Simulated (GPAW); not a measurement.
Here is a GPAW 26.7.0 calculation.

The input run.py:

```python
from ase.dft.bandgap import bandgap
from ase.io import read, write
from ase.units import GPa
from gpaw import GPAW, PW

atoms = read('Os.xyz')

calc = GPAW(mode=PW(900),
            xc='PBE',
            kpts={'size': (8, 8, 5), 'gamma': True},
            occupations={'name': 'fermi-dirac', 'width': 0.05},
            nbands=27,
            convergence={'density': 1e-05, 'energy': 1e-05},
            maxiter=80,
            txt='gpaw.txt')
atoms.calc = calc
energy = atoms.get_potential_energy()
forces = atoms.get_forces()
stress = atoms.get_stress()
calc.write('gs.gpw')
write('result.traj', atoms)
print(f'Energy: {energy:.6f} eV')
print('Forces (eV/A):')
print(forces.round(4))
print('Stress (GPa):', (stress / GPa).round(3))
print('Fermi level:', round(calc.get_fermi_level(), 4), 'eV')
print(f'Gap: {bandgap(calc)[0]:.4f} eV, direct: {bandgap(calc, direct=True)[0]:.4f} eV')
```

The input Os.xyz:

```xyz
2
Lattice="2.7341000000 0.0000000000 0.0000000000 -1.3670500000 2.3678000565 0.0000000000 0.0000000000 0.0000000000 4.3197000000" Properties=species:S:1:pos:R:3 pbc="T T T"
Os     1.3670500001      0.7892666854      3.2397750000
Os    -0.0000000001      1.5785333711      1.0799250000
```

Potentials or basis: GPAW PAW data sets (gpaw-data 1.2.1), pw.

Run with:

```sh
$ OMP_NUM_THREADS=1 python run.py
```

(1) Estimate the pressure.

(2) Estimate the band gap on the k mesh.

Results:

(1) 5.9 GPa.

(2) none (metal or under the smearing width).
